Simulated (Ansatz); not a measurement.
System: PbSe (rock salt type), 2 atoms in the cell.

These are results of r²SCAN, plane waves, PAW datasets (earlier set, tuned by hand) (Ansatz), not measurements.

Cutoff 820 eV; k-mesh 6×6×6 Γ-centred; Fermi–Dirac smearing of 0.02 eV; no spin polarisation; no spin–orbit coupling.

```yaml
crystal:
  lattice:
    - [0.00000, 3.10500, 3.10500]
    - [3.10500, 0.00000, 3.10500]
    - [3.10500, 3.10500, 0.00000]
  atoms:
    - { symbol: Pb, position: [0.00000, 0.00000, 0.00000] }
    - { symbol: Se, position: [0.50000, 0.50000, 0.50000] }
```
Lattice in Å, positions in fractions of it.

(1) Would the cell expand or shrink if it were free to relax?

## Answers

(1) The pressure is -0.77 GPa, so at these settings the cell is stretched and would shrink.

The stress includes the program's correction for the finite plane-wave basis.

Spin–orbit coupling is left out, which matters for 6p elements such as Tl, Pb and Bi.
